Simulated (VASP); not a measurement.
# Be (P6_3/mmc) in VASP: notebook

One crystal, Be, is run at these levels: optB88-vdW, RPBE+D3(BJ); tasks: relaxation of cell and atoms, atomic charges.

Program: VASP 6.6.1. These are calculated values, not measurements. Logs are shortened: lines on timing, memory, paths and dates and some standing lists are left out, and cuts for length are marked.

### Step 1. Starting point

It takes space group P6_3/mmc (No. 194, hexagonal). The conventional cell has a = 2.285 Å, b = 2.285 Å, c = 3.584 Å, α = 90.00°, β = 90.00°, γ = 120.00°. Be (site symmetry -6m2) is surrounded by 12 Be at 2.23 to 2.29 Å.

### Step 2. Relaxation of cell and atoms, optB88-vdW

run.py reads:

```python
from ase.calculators.vasp import Vasp
from ase.filters import FrechetCellFilter
from ase.io import read
from ase.optimize import BFGS

atoms = read('Be.cif', primitive_cell=True, subtrans_included=False)
calc = Vasp(
    directory='calc',
    xc='optb88-vdw',
    pp='PBE',
    setups='recommended',
    prec='Accurate',
    encut=600,
    ediff=1e-06,
    ismear=0,
    sigma=0.05,
    lreal=False,
    lasph=True,
    nelm=80,
    algo='Normal',
    isif=2,
    lwave=False,
    lcharg=False,
    kpts=[13, 13, 8],
    gamma=True,
)
atoms.calc = calc
opt = BFGS(FrechetCellFilter(atoms), trajectory='relax.traj')
converged = opt.run(fmax=0.02, steps=40)
print('converged:', converged)

print('energy (eV):', atoms.get_potential_energy())
print('free energy (eV):', atoms.get_potential_energy(force_consistent=True))
print('forces (eV/A):')
print(atoms.get_forces())
print('stress (eV/A^3, Voigt):', atoms.get_stress())
print('Fermi level (eV):', calc.get_fermi_level())
print('cell (A, degrees):', atoms.cell.cellpar())
print('volume (A^3):', atoms.get_volume())
print('scaled positions:')
print(atoms.get_scaled_positions())
```

Be.cif reads:

```cif
data_Be
_cell_length_a 2.28530000
_cell_length_b 2.28530000
_cell_length_c 3.58420000
_cell_angle_alpha 90.00000000
_cell_angle_beta 90.00000000
_cell_angle_gamma 120.00000000
_space_group_name_H-M_alt 'P6_3/mmc'
_space_group_name_Hall '-P 6c 2c'
_space_group_IT_number 194
loop_
_space_group_symop_operation_xyz
'x,y,z'
'-x,-y,-z'
'x-y,x,z+1/2'
'-x+y,-x,-z+1/2'
'-y,x-y,z'
'y,-x+y,-z'
'-x,-y,z+1/2'
'x,y,-z+1/2'
'-x+y,-x,z'
'x-y,x,-z'
'y,-x+y,z+1/2'
'-y,x-y,-z+1/2'
'-y,-x,-z+1/2'
'y,x,z+1/2'
'-x,-x+y,-z'
'x,x-y,z'
'-x+y,y,-z+1/2'
'x-y,-y,z+1/2'
'y,x,-z'
'-y,-x,z'
'x,x-y,-z+1/2'
'-x,-x+y,z+1/2'
'x-y,-y,-z'
'-x+y,y,z'
loop_
_atom_site_label
_atom_site_type_symbol
_atom_site_symmetry_multiplicity
_atom_site_Wyckoff_symbol
_atom_site_fract_x
_atom_site_fract_y
_atom_site_fract_z
_atom_site_occupancy
Be1 Be 2 c 0.6666666667 0.3333333333 0.7500000000 1
```

Potentials or basis: VASP PAW PBE potentials, release 64 (Be).

Command:

```console
> python run.py
```

The program printed:

```text
<dir> UserWarning: vdW has been enabled, however no location for the vdw_kernel.bindat file has been specified. Set ASE_VASP_VDW environment variable to copy the vdW kernel.
  warnings.warn(
      Step     Time          Energy          fmax
BFGS:    0       -6.287976        0.181805
BFGS:    1       -6.288582        0.157886
BFGS:    2       -6.290462        0.002465
converged: True
energy (eV): -6.29032884
free energy (eV): -6.29046226
forces (eV/A):
[[-0.  0.  0.]
 [ 0. -0.  0.]]
stress (eV/A^3, Voigt): [ 2.34291086e-05  2.34291086e-05 -3.09783324e-04 -0.00000000e+00
 -0.00000000e+00 -0.00000000e+00]
Fermi level (eV): 6.79948593
cell (A, degrees): [  2.27545938   2.27545938   3.5486273   90.          90.
 120.        ]
volume (A^3): 15.91216209960402
scaled positions:
[[0.66666667 0.33333333 0.75      ]
 [0.33333333 0.66666667 0.25      ]]
```

OUTCAR:

```text
ENCUT = 600.000000
   EDIFF = 1.00e-06
   GGA = BO
   PREC = Accurate
   ISIF = 2
   ISMEAR = 0
   NELM = 80
   LASPH = .TRUE.
   LREAL = .FALSE.

 ion  position               nearest neighbor table
   1  0.667  0.333  0.750-   2 2.21   2 2.21   2 2.21   2 2.21   2 2.21   2 2.21
   2  0.333  0.667  0.250-   1 2.21   1 2.21   1 2.21   1 2.21   1 2.21   1 2.21

  LATTYP: Found a hexagonal cell.
 ALAT       =     2.2754593766
 C/A-ratio  =     1.5595212725

  Lattice vectors:

 A1 = (   2.2754593766,   0.0000000000,   0.0000000000)
 A2 = (  -1.1377296883,   1.9706056254,   0.0000000000)
 A3 = (   0.0000000000,   0.0000000000,   3.5486273025)

Analysis of symmetry for initial positions (statically):
=====================================================================
 Subroutine PRICEL returns:
 Original cell was already a primitive cell.

 Routine SETGRP: Setting up the symmetry group for a
 hexagonal supercell.

 Subroutine GETGRP returns: Found 24 space group operations
 (whereof 12 operations were pure point group operations)
 out of a pool of 24 trial point group operations.

The static configuration has the point symmetry D_3d.
 The point group associated with its full space group is D_6h.

Analysis of symmetry for dynamics (positions and initial velocities):
=====================================================================
 Subroutine PRICEL returns:
 Original cell was already a primitive cell.

 Routine SETGRP: Setting up the symmetry group for a
 hexagonal supercell.

 Subroutine GETGRP returns: Found 24 space group operations
 (whereof 12 operations were pure point group operations)
 out of a pool of 24 trial point group operations.

The dynamic configuration has the point symmetry D_3d.
 The point group associated with its full space group is D_6h.
[... 126 lines left out ...]
   AEXX    =    0.0000 exact exchange contribution
   IVDW_NL    =     1    kernel type
   BPARAM     = 6.3000
   IVDW    =     0    specifies the selected vdW correction
   LEPSILON=     F    determine dielectric tensor
   LRPA    =     F    only Hartree local field effects (RPA)
 non-spin polarized calculation
 Gauss-broadening in eV      SIGMA  =   0.05
  energy-cutoff  :      600.00
  volume of cell :       15.91
 maximum number of plane-waves:       546
   NGX =  9   NGY =  9   NGZ = 15

 number of electron       4.0000000 magnetization

 Free energy of the ion-electron system (eV)
  ---------------------------------------------------
  ext. energy  EPLUGINS =         0.00000000
  ---------------------------------------------------
  free energy    TOTEN  =        -6.29046226 eV

  energy without entropy =       -6.29019543  energy(sigma->0) =       -6.29032884

 E-fermi :   6.7995     XC(G=0): -10.5633

 val. band max:        6.7598157883   @ k =   0.2308   0.1538   0.0000
 cond. band min:       6.8391560741   @ k =   0.3077   0.1538   0.0000
 fundamental gap:      0.0793402858
 Fermi energy:         6.7994859306

 k-point     1 :       0.0000    0.0000    0.0000
  band No.  band energies     occupation
      1      -4.3117      2.00000
      2       2.6353      2.00000
      3       8.2459      0.00000
      4      22.5250      0.00000
      5      22.5250      0.00000
      6      25.4585      0.00000
[... 199 lines left out ...]
 k-point    24 :       0.1538    0.0000    0.1250
  band No.  band energies     occupation
      1      -3.5014      2.00000
      2       2.6900      2.00000
      3       9.5275      0.00000
      4      18.6041      0.00000
      5      20.1757      0.00000
      6      24.7061      0.00000

 [... further k-points ...]
[... 5 lines left out ...]
  --------------------------------------------------------------------------------------
  -------------------------------------------------------------------------------------
  Total       -0.0003728     -0.0003728      0.0049293     -0.0000000     -0.0000000      0.0000000
  in kB       -0.0375376     -0.0375376      0.4963276     -0.0000000     -0.0000000      0.0000000
  external PRESSURE =       0.1404175 kB  Pullay stress =       0.0000000 kB

 VOLUME and BASIS-vectors are now :
 -----------------------------------------------------------------------------
  energy-cutoff  :      600.00
  volume of cell :       15.91
      direct lattice vectors                 reciprocal lattice vectors
     2.275459377  0.000000000  0.000000000     0.439471700  0.253729104  0.000000000
    -1.137729688  1.970605625  0.000000000     0.000000000  0.507458208  0.000000000
     0.000000000  0.000000000  3.548627302     0.000000000  0.000000000  0.281799106

 POSITION                                       TOTAL-FORCE (eV/Angst)
 -----------------------------------------------------------------------------------
      1.13773      0.65687      2.66147        -0.000000      0.000000      0.000000
     -0.00000      1.31374      0.88716         0.000000     -0.000000      0.000000
 -----------------------------------------------------------------------------------
    total drift:                                0.000000     -0.000000      0.000000

  FREE ENERGIE OF THE ION-ELECTRON SYSTEM (eV)
  ---------------------------------------------------
  free  energy   TOTEN  =        -6.2904622630 eV

  energy  without entropy=       -6.2901954257  energy(sigma->0) =       -6.29032884

Total vdW correction in eV:      0.0236910
```

INCAR:

```text
AGGAC = 0.000000
ENCUT = 600.000000
PARAM1 = 0.183333
PARAM2 = 0.220000
SIGMA = 0.050000
EDIFF = 1.00e-06
ALGO = Normal
GGA = BO
PREC = Accurate
ISIF = 2
ISMEAR = 0
NELM = 80
LASPH = .TRUE.
LCHARG = .FALSE.
LUSE_VDW = .TRUE.
LWAVE = .FALSE.
LREAL = .FALSE.
```

Wall time 24 s (1 thread of AMD EPYC 9R45 (Zen 5), shared host); peak memory 0.2 GiB.

What came out:

```
Free energy                            : -6.2905 eV
Relaxed volume                         : 7.96 Å³/atom
Relaxed cell                           : a = 2.275 Å, b = 2.275 Å, c = 3.549 Å, α = 90.00°, β = 90.00°, γ = 120.00°
Space group after relaxing (to 0.05 Å) : P6_3/mmc (No. 194)
Energy gained by relaxing              : 1.2 meV/atom
Ionic steps                            : 3
Pressure after relaxing                : 0.0 GPa
Band gap on the k mesh                 : none (metal or under the smearing width)
```

The path:
```csv
step,energy change (eV),largest force (eV/Å),pressure (GPa),volume (Å³)
1,0.0000,0.0000,-2.23,16.21
2,-0.0006,0.0000,-1.95,16.17
3,-0.0024,0.0000,0.01,15.91
```

Final structure:
```
CELL_PARAMETERS angstrom
2.27546 0.00000 0.00000
-1.13773 1.97061 0.00000
0.00000 0.00000 3.54863
ATOMIC_POSITIONS crystal
Be 0.66667 0.33333 0.75000
Be 0.33333 0.66667 0.25000
```

Levels at points of the mesh, in eV from the Fermi level:
```
           k point  band 1  band 2  band 3  band 4  band 5
(0.00, 0.00, 0.00)  -11.11   -4.16    1.45   15.73   15.73
(0.00, 0.00, 0.50)   -8.94   -8.94   11.08   11.08   17.40
```

Caveat: the PAW data sets were made with another functional, which shifts forces and pressure a little.

### Step 3. Atomic charges, RPBE+D3(BJ)

INCAR reads:

```
SYSTEM = Be
PREC = Accurate ; ENCUT = 520
EDIFF = 1E-7 ; ISMEAR = 1
SIGMA = 0.1 ; LREAL = .False.
LASPH = .True. ; NELM = 100
ALGO = Normal ; ISIF = 2
LWAVE = .False. ; LCHARG = .False.
GGA = RP ; IVDW = 12
LORBIT = 11
```

Be.cif is that of step 2.

KPOINTS reads:

```
regular mesh
0
Gamma
  13 13 8
  0 0 0
```

POSCAR reads:

```
Be
 1.0000000000000000
     2.2852999999999999    0.0000000000000000    0.0000000000000000
    -1.1426499999999995    1.9791278552685776    0.0000000000000000
     0.0000000000000000    0.0000000000000000    3.5842000000000001
 Be 
   2
Cartesian
  1.1426500001142650  0.6597092850235549  2.6881500000000003
 -0.0000000001142647  1.3194185702450227  0.8960499999999996
```

Potentials or basis: VASP PAW PBE potentials, release 64 (Be).

Command:

```console
> ase convert -i cif -o vasp Be.cif POSCAR
> cat potpaw_PBE.64/Be/POTCAR > POTCAR
> mpirun -np 1 vasp_std > vasp.out
```

OUTCAR:

```text
SYSTEM = Be
   PREC = Accurate
   ENCUT = 520
   EDIFF = 1E-7
   ISMEAR = 1
   LREAL = .False.
   LASPH = .True.
   NELM = 100
   ISIF = 2
   GGA = RP
   IVDW = 12
   LORBIT = 11
 IVDW          = 12

 ion  position               nearest neighbor table
   1  0.667  0.333  0.750-   2 2.23   2 2.23   2 2.23   2 2.23   2 2.23   2 2.23
   2  0.333  0.667  0.250-   1 2.23   1 2.23   1 2.23   1 2.23   1 2.23   1 2.23

  LATTYP: Found a hexagonal cell.
 ALAT       =     2.2853000000
 C/A-ratio  =     1.5683717674

  Lattice vectors:

 A1 = (   2.2853000000,   0.0000000000,   0.0000000000)
 A2 = (  -1.1426500000,   1.9791278553,   0.0000000000)
 A3 = (   0.0000000000,   0.0000000000,   3.5842000000)

Analysis of symmetry for initial positions (statically):
=====================================================================
 Subroutine PRICEL returns:
 Original cell was already a primitive cell.

 Routine SETGRP: Setting up the symmetry group for a
 hexagonal supercell.

 Subroutine GETGRP returns: Found 24 space group operations
 (whereof 12 operations were pure point group operations)
 out of a pool of 24 trial point group operations.

The static configuration has the point symmetry D_3d.
 The point group associated with its full space group is D_6h.

Analysis of symmetry for dynamics (positions and initial velocities):
=====================================================================
 Subroutine PRICEL returns:
 Original cell was already a primitive cell.

 Routine SETGRP: Setting up the symmetry group for a
 hexagonal supercell.

 Subroutine GETGRP returns: Found 24 space group operations
 (whereof 12 operations were pure point group operations)
 out of a pool of 24 trial point group operations.

The dynamic configuration has the point symmetry D_3d.
 The point group associated with its full space group is D_6h.

 Subroutine INISYM returns: Found 24 space group operations
 (whereof 12 operations are pure point group operations),
[... 124 lines left out ...]
   IVDW    =    12    specifies the selected vdW correction
   LEPSILON=     F    determine dielectric tensor
   LRPA    =     F    only Hartree local field effects (RPA)
 non-spin polarized calculation
 Methfessel and Paxton  Order N= 1 SIGMA  =   0.10
  energy-cutoff  :      520.00
  volume of cell :       16.21
 maximum number of plane-waves:       454
 NGX is ok and might be reduce to    18
   NGX =  9   NGY =  9   NGZ = 13

 number of electron       4.0000000 magnetization

 Free energy of the ion-electron system (eV)
  ---------------------------------------------------
  ext. energy  EPLUGINS =         0.00000000
  ---------------------------------------------------
  free energy    TOTEN  =        -7.02644674 eV

  energy without entropy =       -7.02645127  energy(sigma->0) =       -7.02644825

 E-fermi :   6.7816     XC(G=0): -10.5247

 val. band max:        6.7144304412   @ k =   0.2308   0.1538   0.0000
 cond. band min:       6.8463259350   @ k =   0.3077   0.1538   0.0000
 fundamental gap:      0.1318954938
 Fermi energy:         6.7816242192

 k-point     1 :       0.0000    0.0000    0.0000
  band No.  band energies     occupation
      1      -4.3480      2.00000
      2       2.6077      2.00000
      3       7.9733     -0.00000
      4      22.6809      0.00000
      5      22.6809      0.00000
      6      25.5051      0.00000
[... 199 lines left out ...]
 k-point    24 :       0.1538    0.0000    0.1250
  band No.  band energies     occupation
      1      -3.5342      2.00000
      2       2.6452      2.00000
      3       9.3084      0.00000
      4      18.5682      0.00000
      5      20.2630      0.00000
      6      24.7092      0.00000

 [... further k-points ...]

------------------------ aborting loop because EDIFF is reached ----------------------------------------

 Edisp (eV)   -2.57378

 E8    (eV) :    -1.3598

  FORCE on cell =-STRESS in cart. coord.  units (eV):
  Direction    XX          YY          ZZ          XY          YZ          ZX
  --------------------------------------------------------------------------------------
  -------------------------------------------------------------------------------------
  Total      -2.48004    -2.48004    -2.48816    -0.00000     0.00000    -0.00000
  in kB    -245.10912  -245.10912  -245.91180    -0.00000     0.00000    -0.00000
  external pressure =     -245.38 kB  Pullay stress =        0.00 kB

 VOLUME and BASIS-vectors are now :
 -----------------------------------------------------------------------------
  energy-cutoff  :      520.00
  volume of cell :       16.21
      direct lattice vectors                 reciprocal lattice vectors
     2.285300000  0.000000000  0.000000000     0.437579311  0.252636533  0.000000000
    -1.142650000  1.979127855  0.000000000     0.000000000  0.505273066  0.000000000
     0.000000000  0.000000000  3.584200000     0.000000000  0.000000000  0.279002288

 POSITION                                       TOTAL-FORCE (eV/Angst)
 -----------------------------------------------------------------------------------
      1.14265      0.65971      2.68815         0.000000     -0.000000      0.000000
     -0.00000      1.31942      0.89605        -0.000000      0.000000      0.000000
 -----------------------------------------------------------------------------------
    total drift:                                0.000000     -0.000000      0.000000

  FREE ENERGIE OF THE ION-ELECTRON SYSTEM (eV)
  ---------------------------------------------------
  free  energy   TOTEN  =        -9.6002291822 eV

  energy  without entropy=       -9.6002337076  energy(sigma->0) =       -9.60023069

 total charge

# of ion       s       p       d       tot
------------------------------------------
    1        0.402   0.747   0.000   1.149
    2        0.402   0.747   0.000   1.149
--------------------------------------------------
tot          0.804   1.495   0.000   2.298
```

Wall time 13 s (1 thread of Intel Xeon Platinum 8488C (Sapphire Rapids), shared host); peak memory 0.13 GiB.

Results:

```
Free energy                                           : -9.6002 eV
Pressure                                              : -24.5 GPa
Band gap on the k mesh                                : none (metal or under the smearing width)
Valence electrons inside the program's atomic spheres : Be 1.15
Dispersion energy per atom                            : -1.287 eV
```

Levels at points of the mesh, in eV from the Fermi level:
```tsv
k point	band 1	band 2	band 3	band 4	band 5	band 6
(0.00, 0.00, 0.00)	-11.13	-4.17	1.19	15.90	15.90	18.72
(0.00, 0.00, 0.50)	-8.96	-8.96	10.79	10.79	17.55	17.55
```

Caveat: so large a pressure means that the cell lies far from this level's equilibrium, or that cutoff or potentials fall short; the potentials were made for another functional, which shifts forces and pressure; pairwise dispersion overbinds metals, which lowers pressure and volume.

### Step 4. The reference run

An earlier run on the cell as given: functional PBE; potentials or basis VASP PAW PBE potentials, release 64 (Be); cutoff 520 eV; k mesh 13 × 13 × 8; occupations fermi-dirac, width 0.05 eV; no spin polarisation.

* Pressure: -2.7 GPa
* Band gap on the k mesh: none (metal or under the smearing width)

### Step 5. Summary

| task | level | cell | cutoff (eV) | smearing | optimiser | gap on the mesh (eV) | pressure (GPa) |
| --- | --- | --- | --- | --- | --- | --- | --- |
| relaxation of cell and atoms | optB88-vdW | relaxed | 600 | gaussian 0.05 eV | BFGS | none | 0.0 |
| atomic charges | RPBE+D3(BJ) | as given | 520 | methfessel-paxton 0.1 eV | - | none | -24.5 |
| single point | PBE | as given | 520 | fermi-dirac 0.05 eV | - | none | -2.7 |

Alike in all rows: potentials or basis VASP PAW PBE potentials, release 64 (Be); no spin polarisation; k mesh 13 × 13 × 8.

Caveats: the PAW data sets were made with another functional, which shifts forces and pressure a little (some runs); so large a pressure means that the cell lies far from this level's equilibrium, or that cutoff or potentials fall short (some runs); the potentials were made for another functional, which shifts forces and pressure (some runs); pairwise dispersion overbinds metals, which lowers pressure and volume (some runs).

Absolute energies hang on the potentials; compare differences alone.
